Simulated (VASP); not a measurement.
# SiSe2 (Ibam) in VASP: notebook, part 2 of 2

VASP 6.6.1.

## Step 3: Relaxation of cell and atoms, optB86b-vdW

This run uses another cell than the first one, of 27.72 Å³/atom, 0.980 times its volume.

Input file INCAR:

```
SYSTEM = SiSe2
PREC = Accurate ; ENCUT = 600
EDIFF = 1E-7 ; ISMEAR = 0
SIGMA = 0.03 ; LREAL = .FALSE.
LASPH = .TRUE. ; NELM = 80
ALGO = Normal ; ISIF = 3
LWAVE = .FALSE. ; LCHARG = .FALSE.
GGA = MK ; LUSE_VDW = .TRUE.
AGGAC = 0.0 ; PARAM1 = 0.1234
PARAM2 = 1.0 ; IBRION = 2
NSW = 90 ; EDIFFG = -0.005
KPAR = 2
```

Input file KPOINTS:

```
Automatic mesh
0
G
  8 8 8
  0 0 0
```

Input file POSCAR:

```
SiSe2                                   
1.0
   -2.9766234546      4.7395155660      2.9468354557
    2.9766234546     -4.7395155660      2.9468354557
    2.9766234546      4.7395155660     -2.9468354557
  Si              Se            
     2     4
Direct
     0.7500000000000000    0.7500000000000000    0.0000000000000000
     0.2500000000000000    0.2500000000000000    0.0000000000000000
     0.1265076205260947    0.2198449442011500    0.3463525647272447
     0.8734923794739055    0.7801550557988498    0.6536474352727555
     0.6265076205260945    0.2801550557988500    0.9066626763249445
     0.3734923794739054    0.7198449442011502    0.0933373236750554
```

Potentials or basis: VASP PAW PBE potentials, release 64 (Si, Se).

Started as:

```sh
cat potpaw_PBE.64/Si/POTCAR potpaw_PBE.64/Se/POTCAR > POTCAR
mpirun -np 2 vasp_std > vasp.out
```

OUTCAR:

```text
SYSTEM = SiSe2
   PREC = Accurate
   ENCUT = 600
   EDIFF = 1E-7
   ISMEAR = 0
   LREAL = .FALSE.
   LASPH = .TRUE.
   NELM = 80
   ISIF = 3
   GGA = MK
   IBRION = 2
   NSW = 90
   EDIFFG = -0.005

 ion  position               nearest neighbor table
   1  0.750  0.750  0.000-   6 2.31   5 2.31   3 2.31   4 2.31   2 2.95   2 2.95
   2  0.250  0.250  0.000-   5 2.31   6 2.31   4 2.31   3 2.31   1 2.95   1 2.95
   3  0.127  0.220  0.346-   1 2.31   2 2.31
   4  0.873  0.780  0.654-   2 2.31   1 2.31
   5  0.627  0.280  0.907-   2 2.31   1 2.31
   6  0.373  0.720  0.093-   1 2.31   2 2.31

  LATTYP: Found a body centered orthorhombic cell.
 ALAT       =     5.8936709114
 B/A-ratio  =     1.0101084704
 C/A-ratio  =     1.6083407565

  Lattice vectors:

 A1 = (   2.9766234546,   4.7395155660,  -2.9468354557)
 A2 = (  -2.9766234546,   4.7395155660,   2.9468354557)
 A3 = (   2.9766234546,  -4.7395155660,   2.9468354557)

Analysis of symmetry for initial positions (statically):
[... 189 lines left out ...]

------------------------ aborting loop because EDIFF is reached ----------------------------------------

  FORCE on cell =-STRESS in cart. coord.  units (eV):
  Direction    XX          YY          ZZ          XY          YZ          ZX
  --------------------------------------------------------------------------------------
  -------------------------------------------------------------------------------------
  Total        0.0495832      0.0048822     -0.0370020      0.0000000      0.0000000      0.0000000
  in kB        0.4777181      0.0470388     -0.3565021      0.0000000      0.0000000      0.0000000
  external PRESSURE =       0.0560849 kB  Pullay stress =       0.0000000 kB
[... 281 lines left out ...]
--------------------------------------- Ionic step        8  -------------------------------------------

 number of electron      32.0000000 magnetization

 Free energy of the ion-electron system (eV)
  ---------------------------------------------------
  ext. energy  EPLUGINS =         0.00000000
  ---------------------------------------------------
  free energy    TOTEN  =       -18.71025996 eV

  energy without entropy =      -18.71025996  energy(sigma->0) =      -18.71025996

 E-fermi :   2.0690     XC(G=0):  -8.4388

 val. band max:        1.9362680253   @ k =  -0.3750   0.3750   0.2500
 cond. band min:       3.4224028356   @ k =   0.5000   0.5000   0.5000
 fundamental gap:      1.4861348103
 Fermi energy:         2.0689903981

 k-point     1 :       0.0000    0.0000    0.0000
  band No.  band energies     occupation
      1     -12.4079      2.00000
      2     -10.6490      2.00000
      3     -10.3651      2.00000
      4     -10.0936      2.00000
      5      -5.5417      2.00000
      6      -4.5144      2.00000
[... 541 lines left out ...]
     19       5.7386      0.00000
     20       5.8764      0.00000

 [... further k-points ...]

------------------------ aborting loop because EDIFF is reached ----------------------------------------

  FORCE on cell =-STRESS in cart. coord.  units (eV):
  Direction    XX          YY          ZZ          XY          YZ          ZX
  --------------------------------------------------------------------------------------
  -------------------------------------------------------------------------------------
  Total       -0.0017145     -0.0061001     -0.0060316     -0.0000000      0.0000000      0.0000000
  in kB       -0.0165053     -0.0587260     -0.0580665     -0.0000000      0.0000000      0.0000000
  external PRESSURE =      -0.0444326 kB  Pullay stress =       0.0000000 kB
[... 25 lines left out ...]
  energy  without entropy=      -18.7102599636  energy(sigma->0) =      -18.71025996

Total vdW correction in eV:      5.7547169

 reached required accuracy - stopping structural energy minimisation
```

CONTCAR:

```text
SiSe2
   1.00000000000000
    -2.9813836325741079    4.7368147538438929    2.9461259696229058
     2.9813836325741079   -4.7368147538438929    2.9461259696229058
     2.9813836325741079    4.7368147538438929   -2.9461259696229058
  Si              Se
     2     4
Direct
     0.7500000000000000    0.7500000000000000    0.0000000000000000
     0.2500000000000000    0.2500000000000000    0.0000000000000000
     0.1262555621391549    0.2200314774121278    0.3462870395512827
     0.8737444378608521    0.7799685225878723    0.6537129604487172
     0.6262555621391479    0.2799685225878722    0.9062240847270201
     0.3737444378608521    0.7200314774121277    0.0937759152729799

  0.00000000E+00  0.00000000E+00  0.00000000E+00
  0.00000000E+00  0.00000000E+00  0.00000000E+00
  0.00000000E+00  0.00000000E+00  0.00000000E+00
  0.00000000E+00  0.00000000E+00  0.00000000E+00
  0.00000000E+00  0.00000000E+00  0.00000000E+00
  0.00000000E+00  0.00000000E+00  0.00000000E+00
```

Wall time 20 min (2 MPI ranks of Intel Xeon 6975P-C (Granite Rapids), shared host); peak memory 1.4 GiB.

Results:

```yaml
Free_energy: -18.7103 eV
Relaxed_volume: 27.74 Å³/atom
Relaxed_cell: a = 6.325 Å, b = 6.325 Å, c = 6.325 Å, α = 123.75°, β = 83.01°, γ = 124.48°
Space_group_after_relaxing_to_0.05_Å: Ibam (No. 72)
Energy_gained_by_relaxing: 0.0 meV/atom
Ionic_steps: 8
Pressure_after_relaxing: 0.0 GPa
Band_gap_on_the_k_mesh: 1.49 eV, indirect (least direct gap 1.71 eV)
```

Final structure:
```
Si Se
1.0
    -2.98138    4.73681    2.94613
     2.98138   -4.73681    2.94613
     2.98138    4.73681   -2.94613
Si Se
2 4
Direct
  0.75000 0.75000 0.00000
  0.25000 0.25000 0.00000
  0.12626 0.22003 0.34629
  0.87374 0.77997 0.65371
  0.62626 0.27997 0.90622
  0.37374 0.72003 0.09378
```

Caveat: the PAW data sets were made with another functional, which shifts forces and pressure a little. A k mesh can miss the band edges.
